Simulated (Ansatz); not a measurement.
The following input was run with Ansatz 0.2.0.

```yaml
crystal:
  lattice:
    - [14.0, 0.0, 0.0]
    - [0.0, 15.9, 0.0]
    - [0.0, 0.0, 4.3938492981]
  atoms:
    - { symbol: Ga, position: [0.5784615946, 0.5463091597, 0.0] }
    - { symbol: Sb, position: [0.5784615946, 0.6440110665, 0.5] }
    - { symbol: Ga, position: [0.4215384054, 0.3509053463, 0.5] }
    - { symbol: Sb, position: [0.4215384054, 0.448607253, 0.0] }
    - { symbol: H, position: [0.670025854, 0.4893003596, 0.0] }
    - { symbol: H, position: [0.4787323694, 0.7061034539, 0.5] }
    - { symbol: H, position: [0.6781908199, 0.7061034539, 0.5] }
    - { symbol: H, position: [0.5131026648, 0.2938965461, 0.5] }
    - { symbol: H, position: [0.329974146, 0.2938965461, 0.5] }
    - { symbol: H, position: [0.3218091801, 0.5106996404, 0.0] }
basis:
  ecutwfc: 420
kpoints:
  mp_grid: { grid: [1, 1, 12] }
hamiltonian:
  xc: pbe
scf:
  occupations: { method: gaussian, width: 0.05 }
output:
  forces: true
  stress: true
  eigenvalues: true
  populations: true
  write_density: true
  write_potential: true
  elf: true
  volumetric_format: npy
relax:
  adjacent_minimum: "off"
  f_tol: 0.02
  max_steps: 45
  cell: { fix: [a, b, alpha, beta, gamma], stress_tol: 0.03 }
```

Launched with
```bash
ansatz run input.yaml --threads 4 --pin off --max-ram 11264MiB --backend cpu --events-out ev --progress --plain --runs-dir out
```

Computed with DFT PBE, scalar-relativistic, plane waves, PAW in Ansatz 0.2.0.

From the run's log, abridged:

```
Pseudopotentials: kind: paw
Pseudopotential: Ga, paw, valence charge 13, recommended cutoff 420 eV (normal)
Pseudopotential: Sb, paw, valence charge 15, recommended cutoff 420 eV (normal)
Pseudopotential: H, paw, valence charge 1, recommended cutoff 420 eV (normal)
Functional definition: PBE
Crystal: 10 atoms, lattice volume = 978.071 Å³
Basis set: ecut = 420 eV, 19205 PW (Γ), exchange–correlation on 192×216×60 points (8 copies of the dense FFT grid, shifted against one another)
Bands: 41, of which v1, the nominal top of the filled ones, is band 31 counted from 1 (30 counted from 0)
Symmetry: 2 space group operations
Space group: Pm (ITA 6), of the structure as read, at distance tolerance 9.9e-5 Å
k-points: 7 of 12
Initial density: superposition of atomic densities (neutral atoms: chi_scale 0, normalization atom), corrected by the library's trained network
Initial wavefunctions: pseudopotential atomic-orbital guess
Functional: x = pbe(κ = 0.804, μ = 0.21951497), c = pbe(β = 0.06672455)
SCF iter   1: F=—  HF=-20628.372257 eV  |F-HF|=—  |Δ(HF+E_count)|=         —  Δρ=1.87e-3  dr2=2.60e-1  ethr=1.77e-3  ⟨swp⟩=10.4  Hψ=1549  notcnv=0  defer=1
SCF iter   2: F=—  HF=-20628.302218 eV  |F-HF|=—  |Δ(HF+E_count)|=   7.00e-2  Δρ=1.27e-3  dr2=4.51e-2  ethr=4.19e-4  ⟨swp⟩=4.0  Hψ=473  notcnv=0  defer=29
SCF iter   3: F=—  HF=-20628.293843 eV  |F-HF|=—  |Δ(HF+E_count)|=   8.37e-3  Δρ=4.50e-4  dr2=3.47e-3  ethr=7.28e-5  ⟨swp⟩=3.1  Hψ=458  notcnv=0  defer=29
SCF iter   4: F=—  HF=-20628.295134 eV  |F-HF|=—  |Δ(HF+E_count)|=   1.29e-3  Δρ=1.51e-4  dr2=3.55e-4  ethr=5.60e-6  ⟨swp⟩=2.0  Hψ=353  notcnv=0  defer=29
SCF iter   5: F=—  HF=-20628.295338 eV  |F-HF|=—  |Δ(HF+E_count)|=   2.04e-4  Δρ=5.85e-5  dr2=5.14e-5  ethr=5.73e-7  ⟨swp⟩=2.0  Hψ=405  notcnv=0  defer=29
SCF iter   6: F=—  HF=-20628.295402 eV  |F-HF|=—  |Δ(HF+E_count)|=   6.42e-5  Δρ=1.84e-5  dr2=3.97e-6  ethr=8.30e-8  ⟨swp⟩=2.0  Hψ=428  notcnv=0  defer=29
SCF iter   7: F=—  HF=-20628.295405 eV  |F-HF|=—  |Δ(HF+E_count)|=   2.40e-6  Δρ=6.45e-6  dr2=4.15e-7  ethr=6.41e-9  ⟨swp⟩=2.0  Hψ=405  notcnv=0  defer=29
SCF iter   8: F=-20628.295405 eV  HF=-20628.295405 eV  |F-HF|=5.62e-9  |Δ(HF+E_count)|=   4.30e-7  Δρ=2.23e-6  dr2=6.87e-8  ethr=1.61e-10  ⟨swp⟩=21.4  Hψ=2578  notcnv=0
SCF 1 converged in 8 iterations: F = -20628.295405 eV  dr2 = 6.87e-8
relax step   1: F+E_penalty+E_count = -20628.29540533 eV  Δ(F+E_penalty+E_count) = +0.000e0 eV  max|allowed force component| = 6.978e-1 eV/Å  Δτ_max = 0.0000 Å  P = -0.072 GPa  Ω = 978.071 Å³  fix = [a, b, alpha, beta, gamma]  reactions: a -0.148, b -0.131 GPa; gamma +0.014 GPa/rad (8 SCF iters, dr2 threshold 1.00e-7 eV, accepted)
Crystal: 10 atoms, lattice volume = 982.303 Å³
Basis set: ecut = 420 eV, 19293 PW (Γ), exchange–correlation on 192×216×60 points (8 copies of the dense FFT grid, shifted against one another)
Initial density: handed on by an earlier stage of this run
Initial wavefunctions: those handed on with the density
SCF iter   1: F=—  HF=-20628.467423 eV  |F-HF|=—  |Δ(HF+E_count)|=         —  Δρ=4.87e-3  dr2=2.12e-1  ethr=3.37e-4  ⟨swp⟩=3.1  Hψ=1586  notcnv=0
SCF iter   2: F=—  HF=-20628.425360 eV  |F-HF|=—  |Δ(HF+E_count)|=   4.21e-2  Δρ=2.49e-3  dr2=3.69e-2  ethr=3.37e-4  ⟨swp⟩=5.3  Hψ=579  notcnv=0  defer=5
SCF iter   3: F=—  HF=-20628.424281 eV  |F-HF|=—  |Δ(HF+E_count)|=   1.08e-3  Δρ=8.46e-4  dr2=7.78e-3  ethr=5.96e-5  ⟨swp⟩=3.1  Hψ=491  notcnv=0  defer=39
SCF iter   4: F=—  HF=-20628.423530 eV  |F-HF|=—  |Δ(HF+E_count)|=   7.51e-4  Δρ=2.13e-4  dr2=5.02e-4  ethr=1.25e-5  ⟨swp⟩=2.0  Hψ=393  notcnv=0  defer=39
SCF iter   5: F=—  HF=-20628.423574 eV  |F-HF|=—  |Δ(HF+E_count)|=   4.36e-5  Δρ=6.23e-5  dr2=3.77e-5  ethr=8.09e-7  ⟨swp⟩=2.0  Hψ=375  notcnv=0  defer=39
SCF iter   6: F=—  HF=-20628.423584 eV  |F-HF|=—  |Δ(HF+E_count)|=   1.02e-5  Δρ=1.91e-5  dr2=5.46e-6  ethr=6.09e-8  ⟨swp⟩=2.0  Hψ=407  notcnv=0  defer=39
SCF iter   7: F=-20628.423584 eV  HF=-20628.423584 eV  |F-HF|=1.58e-7  |Δ(HF+E_count)|=   1.61e-7  Δρ=6.42e-6  dr2=5.90e-7  ethr=1.61e-9  ⟨swp⟩=21.1  Hψ=3072  notcnv=0
SCF iter   8: F=-20628.423584 eV  HF=-20628.423584 eV  |F-HF|=4.51e-9  |Δ(HF+E_count)|=   1.05e-7  Δρ=2.30e-6  dr2=5.22e-8  ethr=9.52e-10  ⟨swp⟩=10.1  Hψ=2019  notcnv=0
SCF iter   9: F=-20628.423584 eV  HF=-20628.423584 eV  |F-HF|=9.06e-10  |Δ(HF+E_count)|=   2.21e-8  Δρ=7.64e-7  dr2=5.99e-9  ethr=8.42e-11  ⟨swp⟩=9.4  Hψ=1883  notcnv=0
SCF 2 converged in 9 iterations: F = -20628.423584 eV  dr2 = 5.99e-9
relax step   2: F+E_penalty+E_count = -20628.42358427 eV  Δ(F+E_penalty+E_count) = -1.282e-1 eV  max|allowed force component| = 9.668e-1 eV/Å  Δτ_max = 0.1905 Å  P = +0.038 GPa  Ω = 982.303 Å³  energy of the carried Pulay correction = -4.121e-4 eV  fix = [a, b, alpha, beta, gamma]  reactions: a -0.009, b -0.101 GPa; gamma -0.050 GPa/rad (9 SCF iters, dr2 threshold 1.00e-6 eV, accepted)
Crystal: 10 atoms, lattice volume = 986.372 Å³
Basis set: ecut = 420 eV, 19357 PW (Γ), exchange–correlation on 192×216×60 points (8 copies of the dense FFT grid, shifted against one another)
SCF iter   1: F=—  HF=-20628.497025 eV  |F-HF|=—  |Δ(HF+E_count)|=         —  Δρ=2.10e-3  dr2=3.29e-2  ethr=5.25e-5  ⟨swp⟩=2.3  Hψ=1410  notcnv=0
SCF iter   2: F=—  HF=-20628.489980 eV  |F-HF|=—  |Δ(HF+E_count)|=   7.05e-3  Δρ=1.01e-3  dr2=5.19e-3  ethr=5.25e-5  ⟨swp⟩=2.9  Hψ=426  notcnv=0
SCF iter   3: F=—  HF=-20628.489768 eV  |F-HF|=—  |Δ(HF+E_count)|=   2.11e-4  Δρ=2.33e-4  dr2=8.75e-4  ethr=8.38e-6  ⟨swp⟩=2.0  Hψ=364  notcnv=0
SCF iter   4: F=—  HF=-20628.489628 eV  |F-HF|=—  |Δ(HF+E_count)|=   1.40e-4  Δρ=6.85e-5  dr2=5.82e-5  ethr=1.41e-6  ⟨swp⟩=2.0  Hψ=434  notcnv=0
SCF iter   5: F=—  HF=-20628.489629 eV  |F-HF|=—  |Δ(HF+E_count)|=   2.69e-7  Δρ=2.29e-5  dr2=6.32e-6  ethr=9.39e-8  ⟨swp⟩=2.0  Hψ=434  notcnv=0
SCF iter   6: F=-20628.489629 eV  HF=-20628.489630 eV  |F-HF|=2.16e-7  |Δ(HF+E_count)|=   9.60e-7  Δρ=6.19e-6  dr2=6.57e-7  ethr=1.61e-9  ⟨swp⟩=17.6  Hψ=2544  notcnv=0
SCF 3 converged in 6 iterations: F = -20628.489629 eV  dr2 = 6.57e-7
  Residual-converged pass: ⟨swp⟩=1.0  Hψ=315  notcnv=0  max |occ|·‖R‖ = 6.9e-9 eV (tolerance 1.0e-8 eV) dr2=6.57e-7  dr2_onsite=6.62e-8  max |Δocc| = 5.8e-178
relax step   3: F+E_penalty+E_count = -20628.48962945 eV  Δ(F+E_penalty+E_count) = -6.605e-2 eV  max|allowed force component| = 1.627e-1 eV/Å  Δτ_max = 0.0853 Å  P = +0.057 GPa  Ω = 986.372 Å³  energy of the carried Pulay correction = -8.066e-4 eV  fix = [a, b, alpha, beta, gamma]  reactions: a +0.024, b +0.041 GPa; gamma +0.000 GPa/rad (6 SCF iters, dr2 threshold 1.00e-6 eV, accepted)
Crystal: 10 atoms, lattice volume = 993.357 Å³
Basis set: ecut = 420 eV, 19477 PW (Γ), exchange–correlation on 192×216×60 points (8 copies of the dense FFT grid, shifted against one another)
SCF iter   1: F=—  HF=-20628.521176 eV  |F-HF|=—  |Δ(HF+E_count)|=         —  Δρ=4.26e-3  dr2=1.14e-1  ethr=1.82e-4  ⟨swp⟩=2.3  Hψ=1498  notcnv=0
SCF iter   2: F=—  HF=-20628.503461 eV  |F-HF|=—  |Δ(HF+E_count)|=   1.77e-2  Δρ=2.02e-3  dr2=2.39e-2  ethr=1.82e-4  ⟨swp⟩=2.4  Hψ=347  notcnv=0
   ...
SCF 9 converged in 5 iterations: F = -20628.516874 eV  dr2 = 1.09e-7
relax step   9: F+E_penalty+E_count = -20628.51687363 eV  Δ(F+E_penalty+E_count) = -4.834e-4 eV  max|allowed force component| = 1.616e-2 eV/Å  Δτ_max = 0.0164 Å  P = -0.010 GPa  Ω = 997.910 Å³  energy of the carried Pulay correction = -1.917e-3 eV  fix = [a, b, alpha, beta, gamma]  reactions: a -0.009, b -0.010 GPa; gamma -0.006 GPa/rad (5 SCF iters, dr2 threshold 1.69e-7 eV, accepted)
Crystal: 10 atoms, lattice volume = 997.855 Å³
Basis set: ecut = 420 eV, 19577 PW (Γ), exchange–correlation on 192×216×60 points (8 copies of the dense FFT grid, shifted against one another)
SCF iter   1: F=—  HF=-20628.517641 eV  |F-HF|=—  |Δ(HF+E_count)|=         —  Δρ=6.50e-4  dr2=2.65e-3  ethr=3.75e-6  ⟨swp⟩=2.0  Hψ=1355  notcnv=0
SCF iter   2: F=—  HF=-20628.517206 eV  |F-HF|=—  |Δ(HF+E_count)|=   4.35e-4  Δρ=3.08e-4  dr2=5.48e-4  ethr=3.75e-6  ⟨swp⟩=1.6  Hψ=291  notcnv=0
SCF iter   3: F=—  HF=-20628.517160 eV  |F-HF|=—  |Δ(HF+E_count)|=   4.55e-5  Δρ=4.30e-5  dr2=5.68e-5  ethr=8.83e-7  ⟨swp⟩=2.0  Hψ=344  notcnv=0
SCF iter   4: F=—  HF=-20628.517138 eV  |F-HF|=—  |Δ(HF+E_count)|=   2.17e-5  Δρ=1.35e-5  dr2=2.57e-6  ethr=9.17e-8  ⟨swp⟩=2.0  Hψ=434  notcnv=0
SCF iter   5: F=—  HF=-20628.517191 eV  |F-HF|=—  |Δ(HF+E_count)|=   5.22e-5  Δρ=4.49e-6  dr2=1.61e-7  ethr=4.14e-9  ⟨swp⟩=2.0  Hψ=434  notcnv=0
SCF iter   6: F=—  HF=-20628.517191 eV  |F-HF|=—  |Δ(HF+E_count)|=   1.20e-7  Δρ=1.26e-6  dr2=4.64e-8  ethr=2.60e-10  ⟨swp⟩=2.0  Hψ=364  notcnv=0
SCF iter   7: F=—  HF=-20628.517191 eV  |F-HF|=—  |Δ(HF+E_count)|=   6.99e-9  Δρ=3.51e-7  dr2=1.66e-9  ethr=7.48e-11  ⟨swp⟩=3.0  Hψ=504  notcnv=0
SCF iter   8: F=—  HF=-20628.517191 eV  |F-HF|=—  |Δ(HF+E_count)|=  4.22e-10  Δρ=1.12e-7  dr2=1.14e-10  ethr=2.67e-12  ⟨swp⟩=2.0  Hψ=399  notcnv=0
SCF iter   9: F=-20628.517191 eV  HF=-20628.517191 eV  |F-HF|=1.46e-11  |Δ(HF+E_count)|=  5.82e-11  Δρ=4.32e-8  dr2=1.96e-11  ethr=1.00e-12  ⟨swp⟩=10.4  Hψ=1503  notcnv=0
SCF 10 converged in 9 iterations: F = -20628.517191 eV  dr2 = 1.96e-11
relax step  10: F+E_penalty+E_count = -20628.51719070 eV  Δ(F+E_penalty+E_count) = -3.171e-4 eV  max|allowed force component| = 1.810e-2 eV/Å  Δτ_max = 0.0240 Å  P = -0.007 GPa  Ω = 997.855 Å³  energy of the carried Pulay correction = -1.911e-3 eV  fix = [a, b, alpha, beta, gamma]  reactions: a -0.003, b -0.009 GPa; gamma -0.004 GPa/rad (9 SCF iters, accepted)
Crystal: 10 atoms, lattice volume = 997.686 Å³
SCF iter   1: F=—  HF=-20628.518937 eV  |F-HF|=—  |Δ(HF+E_count)|=         —  Δρ=1.16e-3  dr2=8.33e-3  ethr=1.18e-5  ⟨swp⟩=2.4  Hψ=1342  notcnv=0
SCF iter   2: F=—  HF=-20628.517564 eV  |F-HF|=—  |Δ(HF+E_count)|=   1.37e-3  Δρ=5.47e-4  dr2=1.73e-3  ethr=1.18e-5  ⟨swp⟩=1.1  Hψ=288  notcnv=0
SCF iter   3: F=—  HF=-20628.517389 eV  |F-HF|=—  |Δ(HF+E_count)|=   1.75e-4  Δρ=6.24e-5  dr2=6.85e-5  ethr=2.79e-6  ⟨swp⟩=2.0  Hψ=337  notcnv=0
SCF iter   4: F=—  HF=-20628.517368 eV  |F-HF|=—  |Δ(HF+E_count)|=   2.13e-5  Δρ=2.12e-5  dr2=7.40e-6  ethr=1.11e-7  ⟨swp⟩=2.0  Hψ=504  notcnv=0
SCF iter   5: F=—  HF=-20628.517357 eV  |F-HF|=—  |Δ(HF+E_count)|=   1.04e-5  Δρ=7.11e-6  dr2=5.57e-7  ethr=1.19e-8  ⟨swp⟩=2.0  Hψ=434  notcnv=0
SCF iter   6: F=—  HF=-20628.517411 eV  |F-HF|=—  |Δ(HF+E_count)|=   5.36e-5  Δρ=2.68e-6  dr2=1.38e-7  ethr=8.98e-10  ⟨swp⟩=2.3  Hψ=478  notcnv=0
SCF iter   7: F=—  HF=-20628.517411 eV  |F-HF|=—  |Δ(HF+E_count)|=   4.57e-9  Δρ=7.12e-7  dr2=5.44e-9  ethr=2.23e-10  ⟨swp⟩=2.0  Hψ=480  notcnv=0
SCF iter   8: F=—  HF=-20628.517411 eV  |F-HF|=—  |Δ(HF+E_count)|=   1.55e-9  Δρ=2.28e-7  dr2=5.66e-10  ethr=8.78e-12  ⟨swp⟩=2.1  Hψ=443  notcnv=0
SCF iter   9: F=—  HF=-20628.517411 eV  |F-HF|=—  |Δ(HF+E_count)|=  2.26e-10  Δρ=7.56e-8  dr2=4.94e-11  ethr=1.00e-12  ⟨swp⟩=2.0  Hψ=497  notcnv=0
SCF iter  10: F=-20628.517411 eV  HF=-20628.517411 eV  |F-HF|=1.46e-11  |Δ(HF+E_count)|=  4.37e-11  Δρ=2.55e-8  dr2=7.87e-12  ethr=1.00e-12  ⟨swp⟩=10.0  Hψ=1435  notcnv=0
SCF 11 converged in 10 iterations: F = -20628.517411 eV  dr2 = 7.87e-12
relax step  11: F+E_penalty+E_count = -20628.51741064 eV  Δ(F+E_penalty+E_count) = -2.199e-4 eV  max|allowed force component| = 3.566e-2 eV/Å  Δτ_max = 0.0445 Å  P = -0.009 GPa  Ω = 997.686 Å³  energy of the carried Pulay correction = -1.895e-3 eV  fix = [a, b, alpha, beta, gamma]  reactions: a -0.011, b -0.011 GPa; gamma +0.002 GPa/rad (10 SCF iters, accepted)
Crystal: 10 atoms, lattice volume = 997.498 Å³
Basis set: ecut = 420 eV, 19573 PW (Γ), exchange–correlation on 192×216×60 points (8 copies of the dense FFT grid, shifted against one another)
SCF iter   1: F=—  HF=-20628.517517 eV  |F-HF|=—  |Δ(HF+E_count)|=         —  Δρ=9.60e-5  dr2=6.31e-5  ethr=9.06e-8  ⟨swp⟩=2.9  Hψ=1286  notcnv=0
SCF iter   2: F=—  HF=-20628.517499 eV  |F-HF|=—  |Δ(HF+E_count)|=   1.73e-5  Δρ=4.41e-5  dr2=1.13e-5  ethr=9.06e-8  ⟨swp⟩=2.0  Hψ=320  notcnv=0
SCF iter   3: F=—  HF=-20628.517499 eV  |F-HF|=—  |Δ(HF+E_count)|=   2.47e-7  Δρ=6.89e-6  dr2=6.52e-7  ethr=1.83e-8  ⟨swp⟩=2.0  Hψ=353  notcnv=0
SCF iter   4: F=-20628.517499 eV  HF=-20628.517499 eV  |F-HF|=4.00e-8  |Δ(HF+E_count)|=   1.21e-7  Δρ=2.17e-6  dr2=6.43e-8  ethr=1.28e-10  ⟨swp⟩=14.1  Hψ=2314  notcnv=0
SCF 12 converged in 4 iterations: F = -20628.517499 eV  dr2 = 6.43e-8
relax step  12: F+E_penalty+E_count = -20628.51749886 eV  Δ(F+E_penalty+E_count) = -8.822e-5 eV  max|allowed force component| = 8.537e-3 eV/Å  Δτ_max = 0.0035 Å  P = -0.001 GPa  Ω = 997.498 Å³  energy of the carried Pulay correction = -1.877e-3 eV  fix = [a, b, alpha, beta, gamma]  reactions: a +0.003, b -0.003 GPa; gamma +0.002 GPa/rad (4 SCF iters, dr2 threshold 7.95e-8 eV, accepted)
Initial wavefunctions: pseudopotential atomic-orbital guess (no wavefunctions were taken with the density)
SCF iter   1: F=—  HF=-20628.509227 eV  |F-HF|=—  |Δ(HF+E_count)|=         —  Δρ=1.08e-4  dr2=3.03e-6  ethr=1.17e-6  ⟨swp⟩=3.0  Hψ=2302  notcnv=0
SCF iter   2: F=—  HF=-20628.516058 eV  |F-HF|=—  |Δ(HF+E_count)|=   6.83e-3  Δρ=5.41e-5  dr2=8.37e-7  ethr=4.88e-9  ⟨swp⟩=3.1  Hψ=604  notcnv=0
SCF iter   3: F=—  HF=-20628.519460 eV  |F-HF|=—  |Δ(HF+E_count)|=   3.40e-3  Δρ=8.16e-6  dr2=1.57e-7  ethr=1.35e-9  ⟨swp⟩=3.0  Hψ=546  notcnv=0
SCF iter   4: F=—  HF=-20628.519628 eV  |F-HF|=—  |Δ(HF+E_count)|=   1.68e-4  Δρ=1.36e-6  dr2=1.88e-8  ethr=2.53e-10  ⟨swp⟩=2.4  Hψ=451  notcnv=0
SCF iter   5: F=—  HF=-20628.519633 eV  |F-HF|=—  |Δ(HF+E_count)|=   4.84e-6  Δρ=6.34e-7  dr2=2.78e-9  ethr=3.04e-11  ⟨swp⟩=2.0  Hψ=399  notcnv=0
SCF iter   6: F=—  HF=-20628.519636 eV  |F-HF|=—  |Δ(HF+E_count)|=   2.98e-6  Δρ=2.40e-7  dr2=9.40e-10  ethr=4.49e-12  ⟨swp⟩=3.0  Hψ=494  notcnv=0
SCF iter   7: F=-20628.519636 eV  HF=-20628.519636 eV  |F-HF|=6.86e-9  |Δ(HF+E_count)|=   4.64e-7  Δρ=4.32e-8  dr2=2.58e-11  ethr=1.00e-12  ⟨swp⟩=12.7  Hψ=1848  notcnv=0
SCF 13 converged in 7 iterations: F = -20628.519636 eV  dr2 = 2.58e-11
WARN: The output density's exchange-correlation potential varies sharply where the density is thin. Do not read a vacuum level from v_tot or v_xc, or from such a field of the output density. On a cell that repeats whose density bears no net charge and no dipole along the vacuum's axis use v_es (v_loc + v_h of the components); under efield.dipole_correction with no amplitude use v_es + v_field, which holds any external_charges[].barrier, or the levels of the report's work_function block, which leave it out; under a non-zero efield.amplitude the vacuum is tilted and has no level; on a cell that repeats and bears such a dipole with no correction it is tilted too, and efield.dipole_correction wi ...
SCF converged after 7 iterations
Free energy (F): -20628.519636 eV
Harris-Foulkes:  -20628.519636 eV  (|F-HF|=6.86e-9)
Internal energy: -20628.519636 eV  (E = F + TS)
E sigma→0 (E₀):  -20628.519636 eV
Fermi energy:    -2.784462 eV
--- Per-component energies (eV) ---
  E_band       = -1163.483382
  E_kinetic    = 721.029583
  E_local      = -23970.811853  (includes V_loc(G=0)·N_el)
  E_nonlocal   = 1584.029910
  E_hartree    = 11346.645172
  E_xc         = -464.616706
  E_vxc        = -372.071628  (∫ρ·V_xc dr)
  E_paw        = -13133.472011  (= ΣΔE_a)
  E_vpaw       = -1818.942669  (= ΣTr[D̂ρ^β])
  E_aug_tail   = -0.007238  (compensation charges beyond the density's cutoff)
  E_ewald      = 3288.683507
  E_smearing   =  0.000000  (= −TS)
--- Forces (eV/Å), atoms counted from 1 ---
  atom   1  Ga    -0.00261047    -0.00366389     0.00000000
  atom   2  Sb    -0.00151006     0.00885165     0.00000000
  atom   3  Ga     0.00147432     0.00311381     0.00000000
  atom   4  Sb     0.00395911    -0.00437728     0.00000000
  atom   5  H      0.00285708    -0.00001744     0.00000000
  atom   6  H      0.00180125    -0.00167553     0.00000000
  atom   7  H     -0.00087235    -0.00295850     0.00000000
  atom   8  H      0.00143206    -0.00438482     0.00000000
  atom   9  H     -0.00106393     0.00098800     0.00000000
  atom  10  H     -0.00546703     0.00412514     0.00000000
--- Stress (GPa, compression-positive) ---
        0.002172      -0.001805       0.000000
       -0.001805      -0.002700       0.000000
        0.000000       0.000000       0.001576
  P = ⅓ Tr σ = 0.0003 GPa (0.003 kbar)
--- Band table (eV; the first three rows and the last of 7) ---
  k-point 0: bands = ["-32.4661", "-32.4205", "-32.3667", "-32.3406", "-32.3391", "-31.5905", "-31.5509", "-31.4962", "-31.4828", "-31.4723", "-18.0186", "-17.9919", "-17.9556", "-17.8903", "-17.8821", "-17.1959", "-17.1516", "-17.1043", "-17.0462", "-17.0307", "-13.9661", "-12.8763", "-9.7150", "-8.9117", "-7.9504", "-6.6059", "-6.0571", "-5.4496", "-4.8343", "-4.6979", "-3.7670", "-1.8019", "-1.0995", "-0.2157", "0.0889", "0.3460", "0.7406", "1.0191", "1.1079", "1.3642", "1.6191"]
  k-point 1: bands = ["-32.4661", "-32.4205", "-32.3668", "-32.3404", "-32.3391", "-31.5905", "-31.5509", "-31.4962", "-31.4829", "-31.4721", "-18.0180", "-17.9924", "-17.9556", "-17.8906", "-17.8820", "-17.1950", "-17.1525", "-17.1043", "-17.0462", "-17.0310", "-13.9352", "-12.8501", "-9.7181", "-8.9238", "-7.9439", "-6.6031", "-6.1056", "-5.4611", "-5.1441", "-4.6602", "-3.9611", "-1.4603", "-0.7877", "-0.1659", "0.0276", "0.3625", "0.6604", "1.0011", "1.2101", "1.4066", "1.5980"]
  k-point 2: bands = ["-32.4661", "-32.4203", "-32.3669", "-32.3400", "-32.3393", "-31.5904", "-31.5508", "-31.4963", "-31.4831", "-31.4716", "-18.0164", "-17.9937", "-17.9554", "-17.8915", "-17.8819", "-17.1923", "-17.1552", "-17.1041", "-17.0462", "-17.0316", "-13.8463", "-12.7768", "-9.7315", "-8.9703", "-7.9246", "-6.6132", "-6.2811", "-5.5620", "-5.4759", "-4.8311", "-4.2477", "-0.8445", "-0.2894", "-0.1857", "0.1568", "0.3992", "0.7840", "1.0245", "1.3546", "1.4746", "1.6001"]
  k-point 6: bands = ["-32.4661", "-32.4198", "-32.3673", "-32.3401", "-32.3382", "-31.5903", "-31.5506", "-31.4968", "-31.4838", "-31.4696", "-18.0133", "-17.9954", "-17.9547", "-17.8952", "-17.8814", "-17.1748", "-17.1729", "-17.1034", "-17.0460", "-17.0342", "-13.3803", "-12.4624", "-9.7837", "-9.5511", "-7.8008", "-7.1938", "-6.7244", "-5.8830", "-5.5669", "-5.1694", "-4.9940", "-0.6489", "-0.6087", "-0.2295", "0.2655", "1.0096", "1.1342", "1.6037", "1.7783", "2.0283", "2.6326"]
--- Relaxed structure (12 steps of the walk, 12 accepted, 1 SCFs on fresh bases) ---
  F+E_penalty+E_count = -20628.51963600 eV   max|allowed force component| = 8.852e-3 eV/Å   (the final SCF, on the basis selected at the relaxed cell)
  cell:  # Å, volume = 997.4980 Å³
    - [14.0, 2.68604289e-113, 3.59947893e-128]
    - [3.05057728e-113, 15.9, 0.0]
    - [1.12968342e-128, 0.0, 4.48112295]
  atoms:
    - { symbol: Ga, position: [0.58953624, 0.53895042, 0.0] }
    - { symbol: Sb, position: [0.57736966, 0.63266927, 0.5] }
    - { symbol: Ga, position: [0.41409332, 0.34776285, 0.5] }
    - { symbol: Sb, position: [0.43774764, 0.44143646, 0.0] }
    - { symbol: H, position: [0.69176549, 0.49938414, 0.0] }
    - { symbol: H, position: [0.47235524, 0.68714462, 0.5] }
    - { symbol: H, position: [0.65115161, 0.71861981, 0.5] }
    - { symbol: H, position: [0.50029348, 0.28537996, 0.5] }
    - { symbol: H, position: [0.30664013, 0.32112148, 0.5] }
    - { symbol: H, position: [0.35088218, 0.51736377, 0.0] }
--- Löwdin populations: 10 sites ---
  site symbol q [e]
     0     Ga     13.1572
     1     Sb     14.4752
     2     Ga     13.0339
     3     Sb     14.6315
     4      H      1.0510
     5      H      1.0572
     6      H      1.0589
     7      H      1.0752
     8      H      1.0668
     9      H      1.0747
  spilling = 0.005133 (of n_electrons = 62.000000)
```

The relaxation met its thresholds.

It took 71 s on 4 threads of Intel(R) Xeon(R) 6975P-C (Granite Rapids), on a shared host, peak memory 1.5 GiB.